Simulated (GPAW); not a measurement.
# CdSe (F-43m) in GPAW: settings compared

One crystal, CdSe, is run at these levels: BLYP+D3(BJ), optPBE-vdW, r2SCAN+D4, revPBE; tasks: equation of state, band structure.

Everything below comes from runs of GPAW 26.7.0. Logs are shortened: lines on timing, memory, paths and dates and some standing lists are left out, and cuts for length are marked. The log counts tension as positive stress, the text compression.

## Step 1: Starting point

Symmetry: F-43m, No. 216, cubic system. The conventional cell has a = 6.141 Å, b = 6.141 Å, c = 6.141 Å, α = 90.00°, β = 90.00°, γ = 90.00°. Around Cd (site symmetry -43m) lie 4 Se at 2.66 Å. Around Se (site symmetry -43m) lie 4 Cd at 2.66 Å.

Measurements of this composition are mostly on another form, of space group No. 186.

## Step 2: Equation of state, BLYP+D3(BJ)

The input, run.py:

```python
from ase.calculators.mixing import SumCalculator
from ase.eos import EquationOfState
from ase.io import Trajectory, read
from ase.units import GPa
from dftd3.ase import DFTD3
from gpaw import GPAW, PW, setup_paths

setup_paths.insert(0, '.')

atoms = read('CdSe.cif')

traj = Trajectory('eos.traj', 'w')
volumes, energies = [], []
for x in [0.94, 0.96, 0.98, 1.0, 1.02, 1.04, 1.06]:
    a = atoms.copy()
    a.set_cell(atoms.cell * x**(1 / 3), scale_atoms=True)
    calc = GPAW(mode=PW(600),
                xc='BLYP',
                kpts={'size': (6, 6, 6), 'gamma': True},
                occupations={'name': 'fermi-dirac', 'width': 0.05},
                nbands=18,
                convergence={'density': 1e-05, 'energy': 1e-05},
                eigensolver='davidson',
                maxiter=150,
                txt=f'eos-{x:.2f}.txt')
    a.calc = SumCalculator([calc, DFTD3(method='blyp', damping='d3bj')])
    energies.append(a.get_potential_energy())
    volumes.append(a.get_volume())
    p = -a.get_stress()[:3].mean() / GPa
    calc.write(f'eos-{x:.2f}.gpw')
    traj.write(a)
    print(f'{x:.2f} {volumes[-1]:10.4f} A^3 {energies[-1]:14.6f} eV {p:9.3f} GPa', flush=True)

v0, e0, B = EquationOfState(volumes, energies, eos='birchmurnaghan').fit()
print(f'V0 = {v0:.4f} A^3, E0 = {e0:.6f} eV, B0 = {B / GPa:.2f} GPa')
```

The input, CdSe.cif:

```cif
data_CdSe
_cell_length_a 4.34201917
_cell_length_b 4.34201917
_cell_length_c 4.34201917
_cell_angle_alpha 60.00000000
_cell_angle_beta 60.00000000
_cell_angle_gamma 60.00000000
_space_group_name_H-M_alt 'P1'
_space_group_name_Hall 'P 1'
_space_group_IT_number 1
loop_
_space_group_symop_operation_xyz
'x,y,z'
loop_
_atom_site_label
_atom_site_type_symbol
_atom_site_symmetry_multiplicity
_atom_site_Wyckoff_symbol
_atom_site_fract_x
_atom_site_fract_y
_atom_site_fract_z
_atom_site_occupancy
Cd1 Cd 1 a 0.0000000000 0.0000000000 0.0000000000 1
Se1 Se 1 a 0.2500000000 0.2500000000 0.2500000000 1
```

Potentials or basis: PAW data sets generated in the run's folder for this functional, pw.

The run is started by

```sh
> gpaw-setup -f BLYP Cd Se
> OMP_NUM_THREADS=1 python run.py
```

The log of the run:

```text
__  _  _
 | _ |_)|_||  |
 |__||  | ||/\| - 26.7.0

Input parameters:
  mode=PW(ecut=600.0),
  convergence={'density': 1e-05, 'energy': 1e-05},
  eigensolver=Davidson(niter=2),
  kpts=MonkhorstPack(size=(6, 6, 6), gamma=True),
  maxiter=150,
  nbands=18,
  occupations=Occupations(name='fermi-dirac', width=0.05),
  xc=XC(name='BLYP')

Diagonalizing LCAO Hamiltonian
Converting LCAO to pw mode

             Se
       Cd

Atoms  # Å, Bohr magnetons
|   | symbol |        x |        y |        z |    initial magnetic moments |
|---|--------|----------|----------|----------|-----------------------------|
| 0 |     Cd | 0.000000 | 0.000000 | 0.000000 | ( 0.0000,  0.0000,  0.0000) |
| 1 |     Se | 2.141668 | 1.236493 | 0.874332 | ( 0.0000,  0.0000,  0.0000) |

Unit cell  # Å
| periodic |        x |        y |        z |  lengths |    angles |
|----------|----------|----------|----------|----------|-----------|
|      yes | 4.283336 | 0.000000 | 0.000000 | 4.283336 | 60.000000 |
|      yes | 2.141668 | 3.709478 | 0.000000 | 4.283336 | 60.000000 |
|      yes | 2.141668 | 1.236493 | 3.497329 | 4.283336 | 60.000000 |

Number of symmetries: 24
Symmetry operations  # r_c * U_cc + t_c -> r_c
|    | kind |            matrix            |
|----|------|------------------------------|
|  0 |  E   |  1, 0, 0,  0, 1, 0,  0, 0, 1 |
|  1 |  σ   |  1, 0, 0,  0, 0, 1,  0, 1, 0 |
|  2 |  σ   |  1, 0,-1,  0, 1,-1,  0, 0,-1 |
|  3 |  C3  |  1, 0,-1,  0, 0,-1,  0, 1,-1 |
|  4 |  C3  |  1,-1, 0,  0,-1, 1,  0,-1, 0 |
|  5 |  σ   |  1,-1, 0,  0,-1, 0,  0,-1, 1 |
|  6 |  σ   |  0, 1, 0,  1, 0, 0,  0, 0, 1 |
|  7 |  C3  |  0, 1, 0,  0, 0, 1,  1, 0, 0 |
|  8 |  C2  |  0, 1,-1,  1, 0,-1,  0, 0,-1 |
|  9 |  S4  |  0, 1,-1,  0, 0,-1,  1, 0,-1 |
| 10 |  C3  |  0, 0, 1,  1, 0, 0,  0, 1, 0 |
| 11 |  σ   |  0, 0, 1,  0, 1, 0,  1, 0, 0 |
| 12 |  S4  |  0, 0,-1,  1, 0,-1,  0, 1,-1 |
| 13 |  C3  |  0, 0,-1,  0, 1,-1,  1, 0,-1 |
| 14 |  S4  |  0,-1, 1,  1,-1, 0,  0,-1, 0 |
| 15 |  C2  |  0,-1, 1,  0,-1, 0,  1,-1, 0 |
| 16 |  C3  |  0,-1, 0,  1,-1, 0,  0,-1, 1 |
| 17 |  S4  |  0,-1, 0,  0,-1, 1,  1,-1, 0 |
| 18 |  S4  | -1, 1, 0, -1, 0, 1, -1, 0, 0 |
| 19 |  C3  | -1, 1, 0, -1, 0, 0, -1, 0, 1 |
| 20 |  C3  | -1, 0, 1, -1, 1, 0, -1, 0, 0 |
| 21 |  S4  | -1, 0, 1, -1, 0, 0, -1, 1, 0 |
| 22 |  σ   | -1, 0, 0, -1, 1, 0, -1, 0, 1 |
| 23 |  C2  | -1, 0, 0, -1, 0, 1, -1, 1, 0 |

BZ-sampling:
  Number of BZ points: 216
  Number of IBZ points: 16

  Monkhorst-Pack size: [6, 6, 6]
  Monkhorst-Pack shift: [0.08333333333333333, 0.08333333333333333, 0.08333333333333333]

K-points  # in reciprocal-cell coordinates
|     |                                coordinates |     weight |
|-----|--------------------------------------------|------------|
|   0 | (  0.00000000,   0.00000000,   0.00000000) | 0.00462963 |
|   1 | (  0.16666667,   0.16666667,   0.00000000) | 0.02777778 |
|   2 | (  0.16666667,   0.16666667,   0.16666667) | 0.03703704 |
|   3 | (  0.33333333,   0.16666667,   0.16666667) | 0.05555556 |
|   4 | (  0.33333333,   0.33333333,  -0.33333333) | 0.05555556 |
|   5 | (  0.33333333,   0.33333333,   0.00000000) | 0.02777778 |
|   6 | (  0.33333333,   0.33333333,   0.16666667) | 0.11111111 |
|   7 | (  0.33333333,   0.33333333,   0.33333333) | 0.03703704 |
|   8 | (  0.50000000,   0.33333333,  -0.33333333) | 0.11111111 |
|   9 | (  0.50000000,   0.33333333,  -0.16666667) | 0.05555556 |
| ... |                                            |            |
|  15 | (  0.50000000,   0.50000000,   0.50000000) | 0.01851852 |

Plane wave coefficients: 1874
Cutoff: 600.0 eV

Spin-components: 1 (collinear spins)
Bands:           18
Projectors:      11
Spin-degeneracy: 2
Datatype:        complex128

Parallelization:
  kpt:    1
  domain: 1
  band:   1

Density:
  Valence electrons: 18.0
  Components: 1
  Grid points: [25 25 25]
  Charge: 0.0  # |e|

Potential:
  Grid points: [25 25 25]

species:
  Cd:
    name:    Cadmium
    Z:       48.0
    valence: 12
    core:    36
    charge:  0.0  # [|e|]
    compensation charges:
      type: gauss
      rc: 0.38  # [Å]
      lmax: 2
    cutoffs:
      filter: 2.12  # [Å]
      core: 2.62  # [Å]
    projectors
    | kind |    occ | energy [eV] | rcut [Å] |
    |------|--------|-------------|----------|
    |   5s |  2.000 |      -5.646 |    1.191 |
    |   5p |  0.000 |      -1.192 |    1.228 |
    |   4d | 10.000 |     -11.572 |    1.164 |
    |    s |        |      21.565 |    1.191 |
    |    p |        |      26.020 |    1.228 |
    |    d |        |      15.639 |    1.164 |

    Using partial waves for Cd as LCAO basis

  Se:
    name:    Selenium
    Z:       34.0
    valence: 6
    core:    28
    charge:  0.0  # [|e|]
    compensation charges:
      type: gauss
      rc: 0.27  # [Å]
      lmax: 2
    cutoffs:
      filter: 1.77  # [Å]
      core: 2.67  # [Å]
    projectors
    | kind |    occ | energy [eV] | rcut [Å] |
    |------|--------|-------------|----------|
    |   4s |  2.000 |     -17.183 |    0.847 |
    |   4p |  4.000 |      -6.370 |    1.005 |
    |    s |        |      10.028 |    0.847 |
    |    p |        |      20.842 |    1.005 |
    |    d |        |       0.000 |    0.847 |

    Using partial waves for Se as LCAO basis

Reference energy: -218304.526599  # eV

eigensolver:
  Davidson
  Converge bands: occupied
  niter=2

density mixing:
  MSR1-Mixer
  Pratt-step length: 0.05
  Maximum mixing coefficient: 0.75
  Old densities: 10
  SVD Regularization: 0.005
  Good broyden scale: 1.0
  Trust region scale: 1.0
  Backstep threshold: 4.0
  History deletion threshold: 6.0
  Fourier metric: weight=20.0, sigma=0.015

occupation numbers:
  Fermi-Dirac:
    width: 0.0500  # eV

poisson solver:
  ecut: 4800.0  # eV

xc functional:
  name: BLYP with 2 nearest neighbor stencil

convergence criteria:
- Maximum integral of absolute [dens]ity change: 1e-05 electrons / valence electron
- Maximum [total energy] change in last 3 cyles: 1e-05 eV / valence electron
- Maximum integral of absolute [eigenst]ate change: 4e-08 eV^2 / valence electron
maximum number of iterations: 150

SCF iterations
|iter     | |      energy | eigst |  dens |
|---------|-|-------------|-------|-------|
|iter:   1| |   -4.943860 | -0.49 |       |
|iter:   2| |   -4.857755 | -2.37 | -1.15 |
|iter:   3| |   -4.550432 | -1.65 | -1.19 |
|iter:   4| |   -4.546433 | -3.28 | -1.77 |
|iter:   5| |   -4.546220 | -3.84 | -2.18 |
|iter:   6| |   -4.546286 | -4.77 | -2.79 |
|iter:   7| |   -4.546291c| -5.71 | -3.58 |
|iter:   8| |   -4.546291c| -6.48 | -4.14 |
|iter:   9| |   -4.546292c| -7.31 | -5.05c|
|iter:  10| |   -4.546292c| -8.02c| -5.39c|

Converged in 10 steps
Energy contributions relative to reference atoms: (reference = -218304.526599)

Energy contributions:
  Kinetic:          27.030507
  Coulomb:         -24.120258
  Zero:              0.028175
  External:          0.000000
  Xc:               -7.484694
  Entropy:          -0.000043
  Spinorbit:         0.000000
  ----------------------------
  Free energy:      -4.546313
  Extrapolated:     -4.546292

dipole moment: (-32.880223, -18.983406, -13.423295)  # |e|*Ang

Fermi level: 4.455
Eigenvalues  # (at kpt = [0.000, 0.000, 0.000])
| band index |      eig [eV] | occ [0-2] |
|------------|---------------|-----------|
|          0 |        -8.568 |     2.000 |
|          1 |        -3.837 |     2.000 |
|          2 |        -3.837 |     2.000 |
|          3 |        -3.837 |     2.000 |
|          4 |        -3.450 |     2.000 |
|          5 |        -3.450 |     2.000 |
[... 10 lines left out ...]
|         16 |        16.354 |     0.000 |
|         17 |        16.354 |     0.000 |

Gap: 0.557 eV
Transition (v -> c):
  (s=0, k=0, n=8, [0.00, 0.00, 0.00]) -> (s=0, k=0, n=9, [0.00, 0.00, 0.00])
No difference between direct/indirect transitions

Stress tensor  # eV/Ang^3
|         x |         y |         z |
|-----------|-----------|-----------|
| -0.039514 |  0.000000 | -0.000000 |
|  0.000000 | -0.039514 | -0.000000 |
|  0.000000 | -0.000000 | -0.039514 |

# Writing to eos-0.96.gpw (mode='')
```

Run time: 35 s. Hardware: 1 thread of Intel Xeon 6975P-C (Granite Rapids), shared host; peak memory 0.24 GiB.

Results:

| Item | Value |
| --- | --- |
| Equilibrium volume | 28.49 Å³/atom |
| Bulk modulus | 50 GPa |
| Pressure derivative of the bulk modulus | 5.4 (rough: it moves with the points fitted) |

Energy against volume, from the lowest point:
```tsv
volume (Å³/atom)	energy (meV/atom)
27.206	9.88
27.784	2.81
28.363	0.00
28.942	0.97
29.521	5.32
30.100	12.66
30.679	22.41
```

## Step 3: Equation of state, optPBE-vdW

The input, run.py:

```python
from ase.eos import EquationOfState
from ase.io import Trajectory, read
from ase.units import GPa
from gpaw import GPAW, PW

atoms = read('CdSe.cif')

traj = Trajectory('eos.traj', 'w')
volumes, energies = [], []
for x in [0.94, 0.96, 0.98, 1.0, 1.02, 1.04, 1.06]:
    a = atoms.copy()
    a.set_cell(atoms.cell * x**(1 / 3), scale_atoms=True)
    calc = GPAW(mode=PW(600),
                xc={'name': 'optPBE-vdW', 'backend': 'libvdwxc'},
                kpts={'size': (6, 6, 6), 'gamma': True},
                occupations={'name': 'fermi-dirac', 'width': 0.05},
                nbands=18,
                convergence={'density': 1e-05, 'energy': 1e-05},
                maxiter=150,
                txt=f'eos-{x:.2f}.txt')
    a.calc = calc
    energies.append(a.get_potential_energy(force_consistent=True))
    volumes.append(a.get_volume())
    calc.write(f'eos-{x:.2f}.gpw')
    traj.write(a)
    print(f'{x:.2f} {volumes[-1]:10.4f} A^3 {energies[-1]:14.6f} eV', flush=True)

v0, e0, B = EquationOfState(volumes, energies, eos='birchmurnaghan').fit()
print(f'V0 = {v0:.4f} A^3, E0 = {e0:.6f} eV, B0 = {B / GPa:.2f} GPa')
```

CdSe.cif is that of step 2.

Potentials or basis: GPAW PAW data sets (gpaw-data 1.2.1), pw.

The run is started by

```sh
> OMP_NUM_THREADS=1 python run.py
```

The log of the run:

```text
__  _  _
 | _ |_)|_||  |
 |__||  | ||/\| - 26.7.0

Input parameters:
  mode=PW(ecut=600.0),
  convergence={'density': 1e-05, 'energy': 1e-05},
  kpts=MonkhorstPack(size=(6, 6, 6), gamma=True),
  maxiter=150,
  nbands=18,
  occupations=Occupations(name='fermi-dirac', width=0.05),
  xc=XC(name='optPBE-vdW', backend='libvdwxc')

Diagonalizing LCAO Hamiltonian
Converting LCAO to pw mode

             Se
       Cd

Atoms  # Å, Bohr magnetons
|   | symbol |        x |        y |        z |    initial magnetic moments |
|---|--------|----------|----------|----------|-----------------------------|
| 0 |     Cd | 0.000000 | 0.000000 | 0.000000 | ( 0.0000,  0.0000,  0.0000) |
| 1 |     Se | 2.141668 | 1.236493 | 0.874332 | ( 0.0000,  0.0000,  0.0000) |

Unit cell  # Å
| periodic |        x |        y |        z |  lengths |    angles |
|----------|----------|----------|----------|----------|-----------|
|      yes | 4.283336 | 0.000000 | 0.000000 | 4.283336 | 60.000000 |
[... 171 lines left out ...]
|iter:   1| |  -43.291051 | -0.58 |       |
|iter:   2| |  -43.215264 | -2.40 | -1.17 |
|iter:   3| |  -42.940047 | -1.59 | -1.20 |
|iter:   4| |  -42.940779 | -3.43 | -1.85 |
|iter:   5| |  -42.940995 | -3.94 | -2.28 |
|iter:   6| |  -42.941011 | -5.52 | -3.21 |
|iter:   7| |  -42.941014c| -6.60 | -3.60 |
|iter:   8| |  -42.941014c| -8.13c| -4.51 |
|iter:   9| |  -42.941014c| -7.93c| -4.93 |
|iter:  10| |  -42.941014c| -9.06c| -6.21c|

Converged in 10 steps
Energy contributions relative to reference atoms: (reference = -218276.650467)

Energy contributions:
  Kinetic:          29.051303
  Coulomb:         -26.150204
  Zero:             -0.033434
  External:          0.000000
  Xc:              -45.808667
  Entropy:          -0.000023
  Spinorbit:         0.000000
  ----------------------------
  Free energy:     -42.941025
  Extrapolated:    -42.941014

dipole moment: (-32.727835, -18.895424, -13.361083)  # |e|*Ang

Fermi level: 4.075
Eigenvalues  # (at kpt = [0.000, 0.000, 0.000])
| band index |      eig [eV] | occ [0-2] |
|------------|---------------|-----------|
|          0 |        -8.920 |     2.000 |
|          1 |        -4.286 |     2.000 |
|          2 |        -4.286 |     2.000 |
|          3 |        -4.286 |     2.000 |
|          4 |        -3.908 |     2.000 |
|          5 |        -3.908 |     2.000 |
[... 10 lines left out ...]
|         16 |        15.808 |     0.000 |
|         17 |        15.808 |     0.000 |

Gap: 0.630 eV
Transition (v -> c):
  (s=0, k=0, n=8, [0.00, 0.00, 0.00]) -> (s=0, k=0, n=9, [0.00, 0.00, 0.00])
No difference between direct/indirect transitions
# Writing to eos-0.96.gpw (mode='')
```

eos-0.94.txt:

```text
SCF iterations
|iter     | |      energy | eigst |  dens |
|---------|-|-------------|-------|-------|
|iter:   1| |  -43.250382 | -0.57 |       |
|iter:   2| |  -43.175783 | -2.41 | -1.17 |
|iter:   3| |  -42.902034 | -1.59 | -1.21 |
|iter:   4| |  -42.902703 | -3.41 | -1.85 |
|iter:   5| |  -42.902875 | -3.91 | -2.28 |
|iter:   6| |  -42.902894 | -5.45 | -3.15 |
|iter:   7| |  -42.902897c| -6.59 | -3.59 |
|iter:   8| |  -42.902897c| -8.18c| -4.53 |
|iter:   9| |  -42.902897c| -7.96c| -4.95 |
|iter:  10| |  -42.902897c| -9.12c| -6.24c|

Converged in 10 steps
Energy contributions relative to reference atoms: (reference = -218276.650467)

Energy contributions:
  Kinetic:          30.800172
  Coulomb:         -27.576366
  Zero:             -0.033628
  External:          0.000000
  Xc:              -46.093068
  Entropy:          -0.000015
  Spinorbit:         0.000000
  ----------------------------
  Free energy:     -42.902905
  Extrapolated:    -42.902897

dipole moment: (-32.594626, -18.818516, -13.306700)  # |e|*Ang

Fermi level: 4.328
Eigenvalues  # (at kpt = [0.000, 0.000, 0.000])
| band index |      eig [eV] | occ [0-2] |
|------------|---------------|-----------|
|          0 |        -8.811 |     2.000 |
|          1 |        -4.130 |     2.000 |
|          2 |        -4.130 |     2.000 |
|          3 |        -4.130 |     2.000 |
|          4 |        -3.728 |     2.000 |
|          5 |        -3.728 |     2.000 |
[... 10 lines left out ...]
|         16 |        16.082 |     0.000 |
|         17 |        16.082 |     0.000 |

Gap: 0.675 eV
Transition (v -> c):
  (s=0, k=0, n=8, [0.00, 0.00, 0.00]) -> (s=0, k=0, n=9, [0.00, 0.00, 0.00])
No difference between direct/indirect transitions
# Writing to eos-0.94.gpw (mode='')
```

Run time: 42 s. Hardware: 1 thread of Intel Xeon 6975P-C (Granite Rapids), shared host; peak memory 0.37 GiB.

What came out:

- Equilibrium volume: 30.31 Å³/atom
- Bulk modulus: 43 GPa
- Pressure derivative of the bulk modulus: 4.7

Energy against volume, from the lowest point:
```csv
volume (Å³/atom),energy (meV/atom)
27.206,52.06
27.784,33.00
28.363,18.83
28.942,8.80
29.521,2.64
30.100,0.00
30.679,0.32
```

Caveat: the PAW data sets were made with another functional, which shifts forces and pressure a little.

(Continued in part 2 of 2.)
